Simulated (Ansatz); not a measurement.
# W (Fm-3m) in Ansatz: settings compared

Aim: see how the results for W move with the level of theory and the settings. Levels: r2SCAN, LDA, PBE, PBEsol. Tasks: relaxation of cell and atoms.

Everything below comes from runs of Ansatz 0.2.0. Logs are shortened: lines on timing, memory, paths and dates and some standing lists are left out, and cuts for length are marked.

### 1 The structure

The structure is cubic, space group Fm-3m (No. 225). The conventional cell has a = 4.060 Å, b = 4.060 Å, c = 4.060 Å, α = 90.00°, β = 90.00°, γ = 90.00°. Around W (site symmetry m-3m) lie 12 W at 2.87 Å.

This isn't the form of W at room conditions, which is bcc.

### 2 Relaxation of cell and atoms, r2SCAN

input.yaml

```yaml
crystal:
  lattice:
    - [0.0, 2.03, 2.03]
    - [2.03, 0.0, 2.03]
    - [2.03, 2.03, 0.0]
  atoms:
    - { symbol: W, position: [0.0, 0.0, 0.0] }
hamiltonian:
  xc: r2scan
  pseudopotentials: { kind: paw }
kpoints:
  mp_grid: { grid: [11, 11, 11] }
scf:
  occupations: { method: fermi_dirac, width: 0.05 }
output:
  forces: true
  stress: true
  eigenvalues: true
relax:
  f_tol: 0.01
  max_steps: 40
  cell: { stress_tol: 0.05 }
```

Potentials or basis: Ansatz PAW.

On the command line:

```
ansatz run input.yaml --threads 2 --pin off --max-ram 5632MiB --backend cpu --events-out ev --progress --plain --runs-dir out
```

Standard output:

```text
Warning: RAYON_NUM_THREADS=2 ignored (pool sized by the plan → 2); use --threads N
Engine: ansatz 0.2.0, aarch64-unknown-linux-gnu
Pseudopotentials: kind: paw
Pseudopotential: W, paw, valence charge 14, recommended cutoff 500 eV (meta_gga), W.paw.azcp
Functional definition: r2SCAN
  parameter k0 = 0.174
  parameter k1 = 0.065
  parameter a1 = 4.9479
  exchange = r2scan_x(k0 = k0, k1 = k1, a1 = a1)
  correlation = r2scan_c
Crystal: 1 atoms, lattice volume = 16.731 Å³
Basis set: ecut = 500 eV, 411 PW (Γ), exchange–correlation on 96×96×96 points (64 copies of the dense FFT grid, shifted against one another)
Bands: 11, of which v1, the nominal top of the filled ones, is band 7 counted from 1 (6 counted from 0)
Symmetry: 48 space group operations
Space group: Fm-3m (ITA 225), of the structure as read, at distance tolerance 2.6e-5 Å
k-points: 56 of 1331
Non-local potential: W, projectors of the file, l = 0: 3, l = 1: 2, l = 2: 2, l = 3: 1
PAW form: soft (Blöchl's): semilocal exchange-correlation on the pseudo side does not see the compensation charge
PAW frozen core: W, regenerated for the run's functional (the file was generated under x = pbe(κ = 0.804, μ = 0.2195149727645171), c = pbe(β = 0.06672455060314922))
PAW one-centre angular grid: W, 590 points (default); XC on 160 Gauss nodes
Initial density: superposition of atomic densities (neutral atoms: chi_scale 0, normalization atom), corrected by the library's trained network
Initial wavefunctions: pseudopotential atomic-orbital guess
Functional: x = r2scan, c = r2scan; τ floored in thin density (d = 2e-4 eV/Å³)
SCF iter   1: F=—  HF=-10396.726133 eV  |F-HF|=—  |Δ(HF+E_count)|=         —  Δρ=6.05e-3  dr2=3.24e-3  dr2_τ=3.89e-2  ethr=1.77e-3  ⟨swp⟩=5.4  Hψ=3741  notcnv=0
preconditioner: auto → none  [metal: Δε(μ)=0.017 eV  Ē_g=8.768 eV  σ=0.050 eV  W_gap=0.08  n_scr=0 (ndim 8)  ℏωp=22.2 eV  f_vac=0.000  D(μ)=1.10/eV (n_scr^D=14)]
SCF iter   2: F=—  HF=-10396.735950 eV  |F-HF|=—  |Δ(HF+E_count)|=   9.82e-3  Δρ=2.77e-3  dr2=3.29e-4  dr2_τ=8.93e-5  ethr=2.31e-5  ⟨swp⟩=2.2  Hψ=1488  notcnv=0  defer=2
SCF iter   3: F=—  HF=-10396.736306 eV  |F-HF|=—  |Δ(HF+E_count)|=   3.56e-4  Δρ=1.05e-3  dr2=4.88e-5  dr2_τ=1.33e-5  ethr=2.35e-6  ⟨swp⟩=2.4  Hψ=780  notcnv=0  defer=2
SCF iter   4: F=—  HF=-10396.736355 eV  |F-HF|=—  |Δ(HF+E_count)|=   4.91e-5  Δρ=4.55e-5  dr2=1.80e-7  dr2_τ=2.41e-8  ethr=3.49e-7  ⟨swp⟩=2.6  Hψ=918  notcnv=0  defer=2
iter 5 did not close the SCF: its close was put off for the readings that it lacked (scf_convergence_deferred on its scf_iter line)
SCF iter   5: F=-10396.736355 eV  HF=-10396.736355 eV  |F-HF|=2.52e-9  |Δ(HF+E_count)|=   1.05e-7  Δρ=6.15e-6  dr2=1.72e-9  dr2_τ=1.98e-9  ethr=1.29e-9  ⟨swp⟩=2.2  Hψ=960  notcnv=0  defer=2
SCF iter   6: F=-10396.736355 eV  HF=-10396.736355 eV  |F-HF|=1.46e-11  |Δ(HF+E_count)|=   2.98e-9  Δρ=4.14e-7  dr2=2.25e-11  dr2_τ=5.34e-12  ethr=1.23e-11  ⟨swp⟩=2.1  Hψ=2053  notcnv=0
SCF 1 converged in 6 iterations: F = -10396.736355 eV  dr2 = 2.25e-11
relax step   1: F+E_penalty+E_count = -10396.73635529 eV  Δ(F+E_penalty+E_count) = +0.000e0 eV  max|allowed force component| = 0.000e0 eV/Å  Δτ_max = 0.0000 Å  P = -9.364 GPa  Ω = 16.731 Å³  (6 SCF iters, dr2 threshold 1.00e-7 eV, accepted)
Crystal: 1 atoms, lattice volume = 14.445 Å³
Basis set: ecut = 500 eV, 339 PW (Γ), exchange–correlation on 96×96×96 points (64 copies of the dense FFT grid, shifted against one another)
Initial density: handed on by an earlier stage of this run
Initial wavefunctions: those handed on with the density
iter 1 solved again at ethr=2.86e-5 eV; its pass at ethr=3.10e-3 eV (dr2=4.00e-3 eV) is discarded
SCF iter   1: F=—  HF=-10396.251103 eV  |F-HF|=—  |Δ(HF+E_count)|=         —  Δρ=6.04e-3  dr2=4.04e-3  dr2_τ=4.14e-1  ethr=2.86e-5  ⟨swp⟩=1.1  Hψ=4697  notcnv=0
preconditioner: auto → none  [metal: Δε(μ)=0.064 eV  Ē_g=10.205 eV  σ=0.050 eV  W_gap=0.31  n_scr=0 (ndim 8)  ℏωp=23.9 eV  f_vac=0.000  D(μ)=1.03/eV (n_scr^D=14)]
SCF iter   2: F=—  HF=-10396.533350 eV  |F-HF|=—  |Δ(HF+E_count)|=   2.82e-1  Δρ=3.76e-3  dr2=8.42e-4  dr2_τ=3.24e-4  ethr=2.86e-5  ⟨swp⟩=3.2  Hψ=1487  notcnv=0
SCF iter   3: F=—  HF=-10396.534485 eV  |F-HF|=—  |Δ(HF+E_count)|=   1.14e-3  Δρ=2.01e-3  dr2=2.03e-4  dr2_τ=4.68e-5  ethr=6.01e-6  ⟨swp⟩=2.2  Hψ=963  notcnv=0
SCF iter   4: F=—  HF=-10396.534758 eV  |F-HF|=—  |Δ(HF+E_count)|=   2.73e-4  Δρ=1.33e-4  dr2=1.06e-6  dr2_τ=1.71e-6  ethr=1.45e-6  ⟨swp⟩=2.1  Hψ=999  notcnv=0
SCF iter   5: F=—  HF=-10396.534757 eV  |F-HF|=—  |Δ(HF+E_count)|=   7.96e-7  Δρ=2.40e-5  dr2=2.62e-8  dr2_τ=3.31e-9  ethr=7.14e-10  ⟨swp⟩=6.9  Hψ=3199  notcnv=0
SCF iter   6: F=-10396.534757 eV  HF=-10396.534757 eV  |F-HF|=1.60e-10  |Δ(HF+E_count)|=   1.40e-8  Δρ=2.41e-6  dr2=5.64e-10  dr2_τ=1.39e-10  ethr=1.87e-10  ⟨swp⟩=1.7  Hψ=1988  notcnv=0
SCF 2 converged in 6 iterations: F = -10396.534757 eV  dr2 = 5.64e-10
relax step   2: F+E_penalty+E_count = -10396.53475734 eV  Δ(F+E_penalty+E_count) = +2.016e-1 eV  max|allowed force component| = 0.000e0 eV/Å  Δτ_max = 0.0000 Å  P = +44.449 GPa  Ω = 14.445 Å³  energy of the carried Pulay correction = +1.338e-3 eV  (6 SCF iters, dr2 threshold 1.00e-7 eV, rejected (line search))
[... 18 lines left out ...]
SCF iter   2: F=—  HF=-10396.753144 eV  |F-HF|=—  |Δ(HF+E_count)|=   8.48e-4  Δρ=1.63e-4  dr2=1.66e-6  dr2_τ=4.13e-7  ethr=4.37e-8  ⟨swp⟩=2.9  Hψ=1105  notcnv=0
SCF iter   3: F=—  HF=-10396.753147 eV  |F-HF|=—  |Δ(HF+E_count)|=   2.41e-6  Δρ=7.73e-5  dr2=3.49e-7  dr2_τ=6.91e-8  ethr=1.18e-8  ⟨swp⟩=2.8  Hψ=1004  notcnv=0
SCF iter   4: F=-10396.753147 eV  HF=-10396.753147 eV  |F-HF|=5.20e-9  |Δ(HF+E_count)|=   4.96e-7  Δρ=8.51e-6  dr2=4.68e-9  dr2_τ=2.63e-9  ethr=7.14e-10  ⟨swp⟩=6.8  Hψ=3053  notcnv=0
SCF 4 converged in 4 iterations: F = -10396.753147 eV  dr2 = 4.68e-9
relax step   4: F+E_penalty+E_count = -10396.75314735 eV  Δ(F+E_penalty+E_count) = -6.204e-4 eV  max|allowed force component| = 0.000e0 eV/Å  Δτ_max = 0.0000 Å  P = +0.123 GPa  Ω = 16.178 Å³  energy of the carried Pulay correction = +3.066e-4 eV  (4 SCF iters, dr2 threshold 1.00e-7 eV, accepted)
Crystal: 1 atoms, lattice volume = 16.184 Å³
iter 1 solved again at ethr=3.49e-10 eV; its pass at ethr=3.10e-3 eV (dr2=4.88e-8 eV) is discarded
SCF iter   1: F=—  HF=-10396.753143 eV  |F-HF|=—  |Δ(HF+E_count)|=         —  Δρ=1.56e-5  dr2=3.25e-8  dr2_τ=3.19e-6  ethr=3.49e-10  ⟨swp⟩=2.0  Hψ=4195  notcnv=0
preconditioner: auto → none  [metal: Δε(μ)=0.057 eV  Ē_g=9.093 eV  σ=0.050 eV  W_gap=0.26  n_scr=0 (ndim 8)  ℏωp=22.6 eV  f_vac=0.000  D(μ)=0.99/eV (n_scr^D=14)]
SCF iter   2: F=-10396.753146 eV  HF=-10396.753146 eV  |F-HF|=5.21e-9  |Δ(HF+E_count)|=   3.25e-6  Δρ=6.82e-6  dr2=3.50e-9  dr2_τ=1.35e-9  ethr=2.32e-10  ⟨swp⟩=3.0  Hψ=2388  notcnv=0
SCF 5 converged in 2 iterations: F = -10396.753146 eV  dr2 = 3.50e-9
relax step   5: F+E_penalty+E_count = -10396.75314612 eV  Δ(F+E_penalty+E_count) = +1.235e-6 eV  max|allowed force component| = 0.000e0 eV/Å  Δτ_max = 0.0000 Å  P = -0.003 GPa  Ω = 16.184 Å³  energy of the carried Pulay correction = +3.029e-4 eV  (2 SCF iters, dr2 threshold 3.78e-8 eV, accepted)
Initial wavefunctions: pseudopotential atomic-orbital guess (no wavefunctions were taken with the density)
iter 1 solved again at ethr=1.40e-8 eV; its pass at ethr=3.10e-3 eV (dr2=1.96e-6 eV) is discarded
SCF iter   1: F=—  HF=-10396.752866 eV  |F-HF|=—  |Δ(HF+E_count)|=         —  Δρ=1.07e-4  dr2=2.07e-7  dr2_τ=2.48e-6  ethr=1.40e-8  ⟨swp⟩=3.3  Hψ=5345  notcnv=0
SCF iter   2: F=—  HF=-10396.752866 eV  |F-HF|=—  |Δ(HF+E_count)|=   2.52e-7  Δρ=5.33e-5  dr2=5.11e-8  dr2_τ=6.95e-8  ethr=1.48e-9  ⟨swp⟩=2.0  Hψ=894  notcnv=0
SCF iter   3: F=—  HF=-10396.752866 eV  |F-HF|=—  |Δ(HF+E_count)|=   5.05e-8  Δρ=2.98e-6  dr2=1.06e-9  dr2_τ=1.69e-10  ethr=3.65e-10  ⟨swp⟩=2.0  Hψ=956  notcnv=0
SCF iter   4: F=—  HF=-10396.752866 eV  |F-HF|=—  |Δ(HF+E_count)|=  7.09e-11  Δρ=1.44e-6  dr2=1.17e-10  dr2_τ=2.97e-11  ethr=7.57e-12  ⟨swp⟩=3.0  Hψ=1004  notcnv=0
SCF iter   5: F=-10396.752866 eV  HF=-10396.752866 eV  |F-HF|=1.27e-11  |Δ(HF+E_count)|=  8.55e-11  Δρ=2.21e-7  dr2=4.60e-12  dr2_τ=2.90e-12  ethr=1.00e-12  ⟨swp⟩=4.0  Hψ=2837  notcnv=0
SCF 6 converged in 5 iterations: F = -10396.752866 eV  dr2 = 4.60e-12
relax step   6: F+E_penalty+E_count = -10396.75286626 eV  Δ(F+E_penalty+E_count) = +2.799e-4 eV  max|allowed force component| = 0.000e0 eV/Å  Δτ_max = 0.0000 Å  P = -0.015 GPa  Ω = 16.184 Å³  stress off target by 1.47e-2 GPa  SCF on the basis re-selected at this cell (its energy is not comparable with the rows above)  (5 SCF iters)
basis re-selected at this cell: Δ(F+E_penalty+E_count) = +2.799e-4 eV, ΔP = -0.012 GPa vs the last step (what re-selecting the basis moved, of the pressure what is left beyond the Pulay correction that the steps carried, after the strain that the cell walked since its last selection, with what the two solves' SCF thresholds leave and, on support functions, any second-order correction that the steps lacked; it is no measure of the basis error at this ecutwfc). This SCF's stress stands 1.47e-2 GPa from its target on what of the cell is left free (relax.cell.stress_tol is 5.00e-2 GPa) and its largest allowed force component is 0.00e0 eV/Å (relax.f_tol is 1.00e-2 eV/Å): within both
SCF converged after 5 iterations
Free energy (F): -10396.752866 eV
Harris-Foulkes:  -10396.752866 eV  (|F-HF|=1.27e-11)
Internal energy: -10396.744561 eV  (E = F + TS)
E sigma→0 (E₀):  -10396.748714 eV
Entropy (-TS):   -0.008305 eV (-8.305 meV/atom)
Fermi energy:    21.497123 eV
--- Per-component energies (eV) ---
  E_band       = -101.651977
  E_kinetic    = 450.297687
  E_local      = -615.329187  (includes V_loc(G=0)·N_el)
  E_nonlocal   = 1.538273
  E_hartree    = 220.534051
  E_xc         = -248.695239
  E_vxc        = -259.519968  (∫ρ·V_xc dr)
  E_paw        = -8593.171388  (= ΣΔE_a)
  E_vpaw       = -133.170923  (= ΣTr[D̂ρ^β])
  E_aug_tail   = -0.000047  (compensation charges beyond the density's cutoff)
  E_vtau       = 13.464039  (kinetic-family band-sum trace: ∫τ·v_τ [+ j·A + Jᵃ·Aᵃ] dr)
  E_ewald      = -1611.330762
  E_core_change = -0.587949  (= ΣΔE_core)
  E_smearing   = -0.008305  (= −TS)
  E_closure    = 0.000000  (closes the sum)
  Σ components = -10396.752866   (vs F -10396.752866, Δ=0.00e0)
--- Forces (eV/Å), atoms counted from 1 ---
  atom   1  W     -0.00000000     0.00000000    -0.00000000
  max |Σ_I F_I| component: 9.24e-33 eV/Å
--- Stress (GPa, compression-positive) ---
       -0.014705      -0.000000      -0.000000
       -0.000000      -0.014705      -0.000000
       -0.000000      -0.000000      -0.014705
  P = ⅓ Tr σ = -0.0147 GPa (-0.147 kbar)
--- Band table (eV; the first three rows and the last of 56) ---
  k-point 0: bands = ["-54.0118", "-16.9760", "-16.9760", "-16.9760", "11.9404", "20.8747", "20.8747", "20.8747", "24.3201", "24.3201", "34.7703"]
  k-point 1: bands = ["-54.0019", "-17.0848", "-16.9897", "-16.9897", "12.3224", "20.5824", "21.0478", "21.0478", "24.1670", "24.1670", "35.5188"]
  k-point 2: bands = ["-53.9753", "-17.3701", "-17.0263", "-17.0263", "13.3486", "20.0037", "21.3633", "21.3633", "24.0295", "24.0295", "36.3179"]
  k-point 55: bands = ["-53.8457", "-17.8553", "-17.7861", "-17.4257", "17.5324", "18.7557", "19.7376", "23.1277", "27.2293", "31.3264", "32.8300"]
--- Relaxed structure (5 steps of the walk, 4 accepted, 1 SCFs on fresh bases) ---
  F+E_penalty+E_count = -10396.75286626 eV   max|allowed force component| = 0.000e0 eV/Å   (the final SCF, on the basis selected at the relaxed cell)
  cell:  # Å, volume = 16.1845 Å³
    - [1.1902484646143313e-34, 2.0076567206414393, 2.0076567206414393]
    - [2.0076567206414393, -2.587507648506063e-35, 2.0076567206414393]
    - [2.0076567206414393, 2.0076567206414393, 1.0986895945931117e-34]
  atoms:
    - { symbol: W, position: [0.0, 0.0, 0.0] }
```

Wall time 7 s (2 threads of Arm Neoverse V1, shared host); peak memory 0.34 GiB.

What came out:

| Property | Result |
| --- | --- |
| Free energy | -10396.7529 eV |
| Relaxed volume | 16.18 Å³/atom |
| Relaxed cell | a = 2.839 Å, b = 2.839 Å, c = 2.839 Å, α = 60.00°, β = 60.00°, γ = 60.00° |
| Space group after relaxing (to 0.05 Å) | Fm-3m (No. 225) |
| Energy gained by relaxing | 16.5 meV/atom |
| Ionic steps | 5 |
| Pressure after relaxing | 0.0 GPa |
| Band gap on the k mesh | none (metal or under the smearing width) |

The path:
```tsv
step	energy change (eV)	largest force (eV/Å)	volume (Å³)
1	0.0000	0.0000	16.73
2	-0.0162	0.0000	16.28
3	-0.0168	0.0000	16.18
4	-0.0168	0.0000	16.18
5	-0.0165	0.0000	16.18
```

Final structure:
```cif
data_structure
_symmetry_space_group_name_H-M 'P 1'
_symmetry_Int_Tables_number 1
_cell_length_a 2.8393
_cell_length_b 2.8393
_cell_length_c 2.8393
_cell_angle_alpha 60.000
_cell_angle_beta 60.000
_cell_angle_gamma 60.000
_cell_volume 16.18
loop_
_atom_site_label
_atom_site_type_symbol
_atom_site_fract_x
_atom_site_fract_y
_atom_site_fract_z
_atom_site_occupancy
W1 W 0.00000 0.00000 0.00000 1
```

Caveat: the plane-wave basis is chosen anew once the cell has moved, so the energies of steps on either side of that aren't comparable; the PAW data sets come from PBE, with cores solved anew for the run's functional, which leaves a small shift of forces and pressure. Spin-orbit coupling is left out, which matters for the levels of W.

### 3 Relaxation of cell and atoms, LDA

Edit input.yaml of step 2 so:

```diff
@@ -8,3 +8,3 @@
 hamiltonian:
-  xc: r2scan
+  xc: lda
   pseudopotentials: { kind: paw }
@@ -18,2 +18,6 @@
   eigenvalues: true
+  write_density: true
+  write_potential: true
+  elf: true
+  volumetric_format: npy
 relax:
```

Potentials or basis: Ansatz PAW.

On the command line:

```
ansatz run input.yaml --threads 2 --pin off --max-ram 5632MiB --backend cpu --events-out ev --progress --plain --runs-dir out
```

It took 3.2 s on 2 threads of Arm Neoverse V1, shared host; peak memory 0.27 GiB.

It converged, with:

| Item | Value |
| --- | --- |
| Free energy | -10129.3613 eV |
| Relaxed volume | 15.72 Å³/atom |
| Relaxed cell | a = 2.812 Å, b = 2.812 Å, c = 2.812 Å, α = 60.00°, β = 60.00°, γ = 60.00° |
| Space group after relaxing (to 0.05 Å) | Fm-3m (No. 225) |
| Energy gained by relaxing | 58.8 meV/atom |
| Ionic steps | 5 |
| Pressure after relaxing | 0.0 GPa |
| Band gap on the k mesh | none (metal or under the smearing width) |

Step by step:
```tsv
step	energy change (eV)	largest force (eV/Å)	volume (Å³)
1	0.0000	0.0000	16.73
2	-0.0582	0.0000	15.83
3	-0.0590	0.0000	15.71
4	-0.0590	0.0000	15.72
5	-0.0588	0.0000	15.72
```

Final structure:
```cif
data_structure
_symmetry_space_group_name_H-M 'P 1'
_symmetry_Int_Tables_number 1
_cell_length_a 2.8118
_cell_length_b 2.8118
_cell_length_c 2.8118
_cell_angle_alpha 60.000
_cell_angle_beta 60.000
_cell_angle_gamma 60.000
_cell_volume 15.72
loop_
_atom_site_label
_atom_site_type_symbol
_atom_site_fract_x
_atom_site_fract_y
_atom_site_fract_z
_atom_site_occupancy
W1 W 0.00000 0.00000 0.00000 1
```

Levels at points of the mesh, in eV from the Fermi level:
```
           k point  band 5  band 6  band 7  band 8  band 9  band 10
(0.00, 0.00, 0.00)   -9.10   -0.59   -0.59   -0.59    2.69     2.69
```

Caveat: the plane-wave basis is chosen anew once the cell has moved, so the energies of steps on either side of that aren't comparable; the PAW data sets come from PBE, with cores solved anew for the run's functional, which leaves a small shift of forces and pressure.

### 4 Relaxation of cell and atoms, PBE

Edit input.yaml of step 3 so:

```diff
@@ -8,3 +8,3 @@
 hamiltonian:
-  xc: lda
+  xc: pbe
   pseudopotentials: { kind: paw }
@@ -18,6 +18,2 @@
   eigenvalues: true
-  write_density: true
-  write_potential: true
-  elf: true
-  volumetric_format: npy
 relax:
```

On the command line:

```
ansatz run input.yaml --threads 2 --pin off --max-ram 5632MiB --backend cpu --events-out ev --progress --plain --runs-dir out
```

Run time: 2.2 s. Hardware: 2 threads of Arm Neoverse V1, shared host; peak memory 0.27 GiB.

The run converged. Its results:

```
Free energy                            : -10384.3531 eV
Relaxed volume                         : 16.45 Å³/atom
Relaxed cell                           : a = 2.854 Å, b = 2.854 Å, c = 2.854 Å, α = 60.00°, β = 60.00°, γ = 60.00°
Space group after relaxing (to 0.05 Å) : Fm-3m (No. 225)
Energy gained by relaxing              : 4.4 meV/atom
Ionic steps                            : 4
Pressure after relaxing                : 0.0 GPa
Band gap on the k mesh                 : none (metal or under the smearing width)
```

Step by step:
| step | energy change (eV) | largest force (eV/Å) | volume (Å³) |
| --- | --- | --- | --- |
| 1 | 0.0000 | 0.0000 | 16.73 |
| 2 | -0.0044 | 0.0000 | 16.47 |
| 3 | -0.0045 | 0.0000 | 16.45 |
| 4 | -0.0044 | 0.0000 | 16.45 |

Final structure:
```
W
1.0
     0.00000    2.01838    2.01838
     2.01838    0.00000    2.01838
     2.01838    2.01838    0.00000
W
1
Direct
  0.00000 0.00000 0.00000
```

Levels at points of the mesh, in eV from the Fermi level:
| k point | band 5 | band 6 | band 7 | band 8 | band 9 | band 10 |
| --- | --- | --- | --- | --- | --- | --- |
| (0.00, 0.00, 0.00) | -8.97 | -0.56 | -0.56 | -0.56 | 2.56 | 2.56 |

Caveat: the plane-wave basis is chosen anew once the cell has moved, so the energies of steps on either side of that aren't comparable.

### 5 Relaxation of cell and atoms, PBEsol

Edit input.yaml of step 4 so:

```diff
@@ -8,3 +8,3 @@
 hamiltonian:
-  xc: pbe
+  xc: pbesol
   pseudopotentials: { kind: paw }
```

On the command line:

```
ansatz run input.yaml --threads 2 --pin off --max-ram 5632MiB --backend cpu --events-out ev --progress --plain --runs-dir out
```

Wall time 2.7 s (2 threads of Arm Neoverse V1, shared host); peak memory 0.27 GiB.

Results (log left out):

```
Free energy                            : -10256.0833 eV
Relaxed volume                         : 16.00 Å³/atom
Relaxed cell                           : a = 2.828 Å, b = 2.828 Å, c = 2.828 Å, α = 60.00°, β = 60.00°, γ = 60.00°
Space group after relaxing (to 0.05 Å) : Fm-3m (No. 225)
Energy gained by relaxing              : 30.3 meV/atom
Ionic steps                            : 5
Pressure after relaxing                : 0.0 GPa
Band gap on the k mesh                 : none (metal or under the smearing width)
```

Step by step:
```tsv
step	energy change (eV)	largest force (eV/Å)	volume (Å³)
1	0.0000	0.0000	16.73
2	-0.0299	0.0000	16.10
3	-0.0305	0.0000	15.99
4	-0.0305	0.0000	16.00
5	-0.0303	0.0000	16.00
```

Final structure:
```cif
data_structure
_symmetry_space_group_name_H-M 'P 1'
_symmetry_Int_Tables_number 1
_cell_length_a 2.8283
_cell_length_b 2.8283
_cell_length_c 2.8283
_cell_angle_alpha 60.000
_cell_angle_beta 60.000
_cell_angle_gamma 60.000
_cell_volume 16.00
loop_
_atom_site_label
_atom_site_type_symbol
_atom_site_fract_x
_atom_site_fract_y
_atom_site_fract_z
_atom_site_occupancy
W1 W 0.00000 0.00000 0.00000 1
```

Levels at points of the mesh, in eV from the Fermi level:
| k point | band 4 | band 5 | band 6 | band 7 | band 8 | band 9 | band 10 | band 11 |
| --- | --- | --- | --- | --- | --- | --- | --- | --- |
| (0.00, 0.00, 0.00) | -37.12 | -9.10 | -0.57 | -0.57 | -0.57 | 2.66 | 2.66 | 12.88 |

Caveat: the plane-wave basis is chosen anew once the cell has moved, so the energies of steps on either side of that aren't comparable; the PAW data sets come from PBE, with cores solved anew for the run's functional, which leaves a small shift of forces and pressure. Spin-orbit coupling is left out, which matters for the levels of W.

### 6 Overview

```tsv
level	cutoff (eV)	gap on the mesh (eV)	pressure (GPa)	relaxed volume (Å³/atom)
r2SCAN	500	none	0.0	16.18
LDA	420	none	0.0	15.72
PBE	420	none	0.0	16.45
PBEsol	420	none	0.0	16.00
```

Alike in all rows: task relaxation of cell and atoms; potentials or basis Ansatz PAW; no spin polarisation; cell relaxed; k mesh 11 × 11 × 11; smearing fermi-dirac 0.05 eV.

Caveats: the plane-wave basis is chosen anew once the cell has moved, so the energies of steps on either side of that aren't comparable; the PAW data sets come from PBE, with cores solved anew for the run's functional, which leaves a small shift of forces and pressure (some runs).

Absolute energies hang on the potentials; compare differences alone.
